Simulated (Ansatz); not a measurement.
A crystal relaxed with r2SCAN in Ansatz has space group F-43m (No. 216) and a = 5.908 Å.

```tsv
atom	site	x	y	z
In	4a	0.0000	0.0000	0.0000
Xx	4d	0.2500	0.2500	0.7500
```

r2SCAN gives a direct gap of 1.03 eV at Γ. With HSE06 the gap is 1.36 eV and direct, at Γ. Meshes: r2SCAN 8×8×8, HSE06 6×6×6. r2SCAN's ε∞ is 9.7 in all directions.

Question: Which element is Xx?
A. As
B. P
C. Sb
D. Bi

Answer: B. Xx is P: InP built on the zincblende prototype. Around In lie 4 P at 2.56 Å; around P lie 4 In at 2.56 Å.

The values are computed, spin-unpolarised, and not measurements.

Spin-orbit coupling is left out, which matters wherever the heavy atoms make up the band edges.

The meshes of the hybrids are coarse, so their gaps aren't converged to the digits shown.
